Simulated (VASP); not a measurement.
# Mg (P6_3/mmc) in VASP: settings compared

Aim: see how the results for Mg move with the level of theory and the settings. Levels: LDA, PBE. Tasks: relaxation of shape and atoms at fixed volume, relaxation of cell and atoms.

Everything below comes from runs of VASP 6.6.1. Logs are shortened: lines on timing, memory, paths and dates and some standing lists are left out, and cuts for length are marked.

### 1 Starting point

Symmetry: P6_3/mmc, No. 194, hexagonal system. The conventional cell has a = 3.209 Å, b = 3.209 Å, c = 5.210 Å, α = 90.00°, β = 90.00°, γ = 120.00°. Mg (site symmetry -6m2) is surrounded by 12 Mg at 3.20 to 3.21 Å.

### 2 Relaxation of shape and atoms at fixed volume, LDA (a relaxed cell with its volume scaled by 1.04)

INCAR

```
SYSTEM = Mg
  ALGO = Fast
  EDIFF = 1E-7
  EDIFFG = -0.01
  ENCUT = 600
  GGA = CA
  IBRION = 2
  ISIF = 4
  ISMEAR = 1
  LASPH = .TRUE.
  LCHARG = .FALSE.
  LREAL = .FALSE.
  LWAVE = .FALSE.
  NELM = 80
  NSW = 40
  PREC = Accurate
  SIGMA = 0.1
```

KPOINTS

```
k-points
0
G
  15 15 7
  0 0 0
```

POSCAR

```
Mg                                      
1.0
    3.1866325895      0.0000000000      0.0000000000
   -1.5933162948      2.7597047751      0.0000000000
    0.0000000000      0.0000000000      5.0743129716
  Mg            
     2
Direct
     0.3333333332999970    0.6666666667000030    0.2500000000000000
     0.6666666667000030    0.3333333332999970    0.7500000000000000
```

Potentials or basis: VASP PAW LDA potentials, release 64 (Mg).

Started as:

```bash
$ cat potpaw_LDA.64/Mg/POTCAR > POTCAR
$ mpirun -np 1 vasp_std > vasp.out
```

OUTCAR:

```text
SYSTEM = Mg
   EDIFF = 1E-7
   EDIFFG = -0.01
   ENCUT = 600
   GGA = CA
   IBRION = 2
   ISIF = 4
   ISMEAR = 1
   LASPH = .TRUE.
   LREAL = .FALSE.
   NELM = 80
   NSW = 40
   PREC = Accurate

 ion  position               nearest neighbor table
   1  0.333  0.667  0.250-   2 3.13   2 3.13   2 3.13   2 3.13   2 3.13   2 3.13
   2  0.667  0.333  0.750-   1 3.13   1 3.13   1 3.13   1 3.13   1 3.13   1 3.13

  LATTYP: Found a hexagonal cell.
 ALAT       =     3.1866325895
 C/A-ratio  =     1.5923746554

  Lattice vectors:

 A1 = (   3.1866325895,   0.0000000000,   0.0000000000)
 A2 = (  -1.5933162948,   2.7597047751,   0.0000000000)
 A3 = (   0.0000000000,   0.0000000000,   5.0743129716)

Analysis of symmetry for initial positions (statically):
=====================================================================
 Subroutine PRICEL returns:
 Original cell was already a primitive cell.

 Routine SETGRP: Setting up the symmetry group for a
 hexagonal supercell.

 Subroutine GETGRP returns: Found 24 space group operations
 (whereof 12 operations were pure point group operations)
 out of a pool of 24 trial point group operations.

The static configuration has the point symmetry D_3d.
 The point group associated with its full space group is D_6h.

Analysis of symmetry for dynamics (positions and initial velocities):
=====================================================================
 Subroutine PRICEL returns:
 Original cell was already a primitive cell.

 Routine SETGRP: Setting up the symmetry group for a
 hexagonal supercell.

 Subroutine GETGRP returns: Found 24 space group operations
 (whereof 12 operations were pure point group operations)
 out of a pool of 24 trial point group operations.

The dynamic configuration has the point symmetry D_3d.
 The point group associated with its full space group is D_6h.

 Subroutine INISYM returns: Found 24 space group operations
 (whereof 12 operations are pure point group operations),
 and found     1 'primitive' translations

----------------------------------------------------------------------------------------

                                     Primitive cell

  volume of cell :      44.6243

  direct lattice vectors                    reciprocal lattice vectors
[... 84 lines left out ...]
   LASPH  =      T    aspherical Exc in radial PAW
   ENCUT  =  600.0 eV  44.10 Ry    6.64 a.u.   6.36  6.36 10.13*2*pi/ulx,y,z
   NELM   =     80;   NELMIN=  2; NELMDL= -5     # of ELM steps
   EDIFF  = 0.1E-06   stopping-criterion for ELM
   LREAL  =      F    real-space projection
   EDIFFG = -.1E-01   stopping-criterion for IOM
   NSW    =     40    number of steps for IOM
   IBRION =      2    ionic relax: 0-MD 1-quasi-New 2-CG
   NFREE  =      1    steps in history (QN), initial steepest desc. (CG)
   ISIF   =      4    stress and relaxation
   ISYM   =      2    0-nonsym 1-usesym 2-fastsym
   POTIM  = 0.5000    time-step for ionic-motion
   TEBEG  =    0.0;   TEEND  =   0.0 temperature during run
   PSTRESS=    0.0 pullay stress
   NELECT =       4.0000    total number of electrons
   NUPDOWN=      -1.0000    fix difference up-down
   EMIN   =  10.00;   EMAX   =-10.00  energy-range for DOS
   EFERMI =   0.00;   METHOD = LEGACY
   ISMEAR =     1;   SIGMA  =   0.10  broadening in eV -4-tet -1-fermi 0-gaus
   EFERMI_NEDOS =   21; number of points for ismear=-14 and -15
   IALGO  =     68    algorithm
   IMIX   =      4    mixing-type and parameters
     AMIX     =   0.40;   BMIX     =  1.00
     AMIX_MAG =   1.60;   BMIX_MAG =  1.00
  volume/ion in A,a.u.               =      22.31       150.57
  Fermi-wavevector in a.u.,A,eV,Ry     =   0.732663  1.384532  7.303539  0.536795
  Thomas-Fermi vector in A             =   1.825181
   LORBIT       =      0    0 simple, 1 ext, 2 COOP (PROOUT), +10 PAW based schemes
   GGA     = CA    functional components
   LHFCALC =     F    Hartree Fock is set to
   AEXX    =    0.0000 exact exchange contribution
   IVDW    =     0    specifies the selected vdW correction
   LEPSILON=     F    determine dielectric tensor
   LRPA    =     F    only Hartree local field effects (RPA)
 conjugate gradient relaxation of ions
 non-spin polarized calculation
 RMM-DIIS sequential band-by-band and
 Methfessel and Paxton  Order N= 1 SIGMA  =   0.10
  energy-cutoff  :      600.00
  volume of cell :       44.62
 maximum number of plane-waves:      1509
 NGX is ok and might be reduce to    28
   NGX = 13   NGY = 13   NGZ = 21

 number of electron       4.0000000 magnetization

 Free energy of the ion-electron system (eV)
  ---------------------------------------------------
  ext. energy  EPLUGINS =         0.00000000
  ---------------------------------------------------
  free energy    TOTEN  =        -3.61603785 eV

  energy without entropy =       -3.61569288  energy(sigma->0) =       -3.61592286

 E-fermi :   2.5713     XC(G=0):  -8.7716

 val. band max:        2.5635888605   @ k =   0.3333   0.1333   0.1429
 cond. band min:       2.6021625612   @ k =   0.2000   0.0667   0.0000
 fundamental gap:      0.0385737007
 Fermi energy:         2.5713111320

 k-point     1 :       0.0000    0.0000    0.0000
  band No.  band energies     occupation
      1      -4.4240      2.00000
      2       1.0249      2.00000
      3       1.5268      2.00000
      4      13.4742      0.00000
      5      13.4756      0.00000
      6      13.5245      0.00000
[... 199 lines left out ...]
 k-point    24 :       0.4000    0.2000    0.0000
  band No.  band energies     occupation
      1       0.9428      2.00000
      2       0.9569      2.00000
      3       4.4853     -0.00000
      4       5.8686      0.00000
      5       6.2835      0.00000
      6       6.5591      0.00000

 [... further k-points ...]
[... 5 lines left out ...]
  --------------------------------------------------------------------------------------
  -------------------------------------------------------------------------------------
  Total       -0.4153524     -0.4153524     -0.4192490      0.0000000      0.0000000      0.0000000
  in kB      -14.9126700    -14.9126700    -15.0525744      0.0000000      0.0000000      0.0000000
  external PRESSURE =     -14.9593048 kB  Pullay stress =       0.0000000 kB

 VOLUME and BASIS-vectors are now :
 -----------------------------------------------------------------------------
  energy-cutoff  :      600.00
  volume of cell :       44.62
      direct lattice vectors                 reciprocal lattice vectors
     3.186632589  0.000000000  0.000000000     0.313810887  0.181178800  0.000000000
    -1.593316295  2.759704775  0.000000000     0.000000000  0.362357600  0.000000000
     0.000000000  0.000000000  5.074312972     0.000000000  0.000000000  0.197071013

 POSITION                                       TOTAL-FORCE (eV/Angst)
 -----------------------------------------------------------------------------------
     -0.00000      1.83980      1.26858         0.000000     -0.000000      0.000000
      1.59332      0.91990      3.80573        -0.000000      0.000000      0.000000
 -----------------------------------------------------------------------------------
    total drift:                                0.000000     -0.000000      0.000000

  FREE ENERGIE OF THE ION-ELECTRON SYSTEM (eV)
  ---------------------------------------------------
  free  energy   TOTEN  =        -3.6160378485 eV

  energy  without entropy=       -3.6156928769  energy(sigma->0) =       -3.61592286

 reached required accuracy - stopping structural energy minimisation
```

It took 26 s on 1 thread of Intel Xeon Platinum 8375C at 2.90GHz (Ice Lake), shared host; peak memory 0.18 GiB.

Results:

| Quantity | Value |
| --- | --- |
| Free energy | -3.6160 eV |
| Pressure after relaxing | -1.5 GPa |
| Band gap on the k mesh | none (metal or under the smearing width) |

Final structure:
```
Mg
1.0
     3.18663    0.00000    0.00000
    -1.59332    2.75970    0.00000
     0.00000    0.00000    5.07431
Mg
2
Direct
  0.33333 0.66667 0.25000
  0.66667 0.33333 0.75000
```

Caveat: the relaxation stopped at its first step, so nothing moved.

### 3 Relaxation of shape and atoms at fixed volume, LDA (a relaxed cell with its volume scaled by 1.06)

INCAR is that of step 2.

KPOINTS is that of step 2.

POSCAR

```
Mg                                      
1.0
    3.2069301596      0.0000000000      0.0000000000
   -1.6034650799      2.7772829865      0.0000000000
    0.0000000000      0.0000000000      5.1066343078
  Mg            
     2
Direct
     0.3333333332999970    0.6666666667000030    0.2500000000000000
     0.6666666667000030    0.3333333332999970    0.7500000000000000
```

Potentials or basis: VASP PAW LDA potentials, release 64 (Mg).

Started as:

```bash
$ cat potpaw_LDA.64/Mg/POTCAR > POTCAR
$ mpirun -np 1 vasp_std > vasp.out
```

It took 30 s on 1 thread of Intel Xeon Platinum 8375C at 2.90GHz (Ice Lake), shared host; peak memory 0.18 GiB.

Results (log left out):

- Free energy: -3.6063 eV
- Pressure after relaxing: -2.1 GPa
- Band gap on the k mesh: none (metal or under the smearing width)

Final structure:
```xyz
2
Lattice="3.2069 0.0000 0.0000 -1.6035 2.7773 0.0000 0.0000 0.0000 5.1066" Properties=species:S:1:pos:R:3 pbc="T T T"
Mg    0.0000    1.8515    1.2767
Mg    1.6035    0.9258    3.8300
```

Levels at points of the mesh, in eV from the Fermi level:
| k point | band 1 | band 2 | band 3 | band 4 | band 5 | band 6 |
| --- | --- | --- | --- | --- | --- | --- |
| (0.00, 0.00, 0.00) | -6.91 | -1.52 | -1.05 | 10.80 | 10.80 | 10.81 |

Caveat: the relaxation stopped at its first step, so nothing moved.

### 4 Relaxation of cell and atoms, PBE

INCAR

```
PREC = Accurate
ENCUT = 600
EDIFF = 1E-6
ISMEAR = 1
SIGMA = 0.1
LREAL = F
LASPH = T
NELM = 80
ALGO = Normal
ISIF = 3
LWAVE = F
LCHARG = F
GGA = PE
IBRION = 2
NSW = 90
EDIFFG = -0.01
KPAR = 2
```

KPOINTS

```
Automatic mesh
0
Gamma
  15 15 7
```

POSCAR

```
Mg
1.0
    3.2093000000      0.0000000000      0.0000000000
   -1.6046500000      2.7793353284      0.0000000000
    0.0000000000      0.0000000000      5.2103000000
Mg
2
Direct
    0.3333333333      0.6666666667      0.2500000000
    0.6666666667      0.3333333333      0.7500000000
```

Potentials or basis: VASP PAW PBE potentials, release 64 (Mg).

Started as:

```bash
$ cat potpaw_PBE.64/Mg/POTCAR > POTCAR
$ mpirun -np 2 vasp_std > vasp.out
```

OUTCAR:

```text
PREC = Accurate
   ENCUT = 600
   EDIFF = 1E-6
   ISMEAR = 1
   LREAL = F
   LASPH = T
   NELM = 80
   ISIF = 3
   GGA = PE
   IBRION = 2
   NSW = 90
   EDIFFG = -0.01

 ion  position               nearest neighbor table
   1  0.333  0.667  0.250-   2 3.20   2 3.20   2 3.20   2 3.20   2 3.20   2 3.20
   2  0.667  0.333  0.750-   1 3.20   1 3.20   1 3.20   1 3.20   1 3.20   1 3.20

  LATTYP: Found a hexagonal cell.
 ALAT       =     3.2093000000
 C/A-ratio  =     1.6235004518

  Lattice vectors:

 A1 = (   3.2093000000,   0.0000000000,   0.0000000000)
 A2 = (  -1.6046500000,   2.7793353284,   0.0000000000)
 A3 = (   0.0000000000,   0.0000000000,   5.2103000000)

Analysis of symmetry for initial positions (statically):
=====================================================================
 Subroutine PRICEL returns:
 Original cell was already a primitive cell.

 Routine SETGRP: Setting up the symmetry group for a
 hexagonal supercell.

 Subroutine GETGRP returns: Found 24 space group operations
 (whereof 12 operations were pure point group operations)
 out of a pool of 24 trial point group operations.

[... 173 lines left out ...]
  --------------------------------------------------------------------------------------
  -------------------------------------------------------------------------------------
  Total       -0.0600471     -0.0600471     -0.3772952      0.0000000      0.0000000      0.0000000
  in kB       -2.0700863     -2.0700863    -13.0070223      0.0000000      0.0000000      0.0000000
  external PRESSURE =      -5.7157316 kB  Pullay stress =       0.0000000 kB
[... 239 lines left out ...]
--------------------------------------- Ionic step        8  -------------------------------------------

 number of electron       4.0000000 magnetization

 Free energy of the ion-electron system (eV)
  ---------------------------------------------------
  ext. energy  EPLUGINS =         0.00000000
  ---------------------------------------------------
  free energy    TOTEN  =        -3.01619089 eV

  energy without entropy =       -3.01579300  energy(sigma->0) =       -3.01605826

 E-fermi :   2.6054     XC(G=0):  -8.5005

 val. band max:        2.5914819110   @ k =   0.3333   0.1333   0.1429
 cond. band min:       2.6317426430   @ k =   0.2000   0.0667   0.0000
 fundamental gap:      0.0402607319
 Fermi energy:         2.6053570049

 k-point     1 :       0.0000    0.0000    0.0000
  band No.  band energies     occupation
      1      -4.2955      2.00000
      2       1.0535      2.00000
      3       1.5730      2.00000
      4      13.4207      0.00000
      5      13.4207      0.00000
      6      13.4978      0.00000
[... 199 lines left out ...]
 k-point    24 :       0.4000    0.2000    0.0000
  band No.  band energies     occupation
      1       1.0062      2.00000
      2       1.0094      2.00000
      3       4.4981     -0.00000
      4       5.8631      0.00000
      5       6.2525      0.00000
      6       6.5464      0.00000

 [... further k-points ...]
[... 5 lines left out ...]
  --------------------------------------------------------------------------------------
  -------------------------------------------------------------------------------------
  Total       -0.0021106     -0.0021106     -0.0123225      0.0000000      0.0000000      0.0000000
  in kB       -0.0738794     -0.0738794     -0.4313389      0.0000000      0.0000000      0.0000000
  external PRESSURE =      -0.1930326 kB  Pullay stress =       0.0000000 kB
[... 17 lines left out ...]
  FREE ENERGIE OF THE ION-ELECTRON SYSTEM (eV)
  ---------------------------------------------------
  free  energy   TOTEN  =        -3.0161908918 eV

  energy  without entropy=       -3.0157929974  energy(sigma->0) =       -3.01605826

 reached required accuracy - stopping structural energy minimisation
```

It took 48 s on 2 MPI ranks of Intel Xeon Platinum 8488C (Sapphire Rapids), shared host; peak memory 0.2 GiB.

What came out:

```
Free energy                            : -3.0162 eV
Relaxed volume                         : 22.89 Å³/atom
Relaxed cell                           : a = 3.212 Å, b = 3.212 Å, c = 5.123 Å, α = 90.00°, β = 90.00°, γ = 120.00°
Space group after relaxing (to 0.05 Å) : P6_3/mmc (No. 194)
Energy gained by relaxing              : 1.4 meV/atom
Ionic steps                            : 8
Pressure after relaxing                : 0.0 GPa
Band gap on the k mesh                 : none (metal or under the smearing width)
```

The path:
| step | energy change (eV) | largest force (eV/Å) | pressure (GPa) | volume (Å³) |
| --- | --- | --- | --- | --- |
| 1 | 0.0000 | 0.0000 | -0.57 | 46.47 |
| 2 | -0.0023 | 0.0000 | -0.14 | 45.92 |
| 3 | -0.0026 | 0.0000 | 0.07 | 45.66 |
| 4 | -0.0026 | 0.0000 | 0.09 | 45.63 |
| 5 | -0.0027 | 0.0000 | 0.03 | 45.71 |
| 6 | -0.0028 | 0.0000 | -0.05 | 45.81 |
| 7 | -0.0028 | 0.0000 | -0.05 | 45.81 |
| 8 | -0.0028 | 0.0000 | -0.02 | 45.77 |

Final structure:
```cif
data_structure
_symmetry_space_group_name_H-M 'P 1'
_symmetry_Int_Tables_number 1
_cell_length_a 3.2118
_cell_length_b 3.2118
_cell_length_c 5.1233
_cell_angle_alpha 90.000
_cell_angle_beta 90.000
_cell_angle_gamma 120.000
_cell_volume 45.77
loop_
_atom_site_label
_atom_site_type_symbol
_atom_site_fract_x
_atom_site_fract_y
_atom_site_fract_z
_atom_site_occupancy
Mg1 Mg 0.33333 0.66667 0.25000 1
Mg2 Mg 0.66667 0.33333 0.75000 1
```

(Continued in part 2 of 2.)
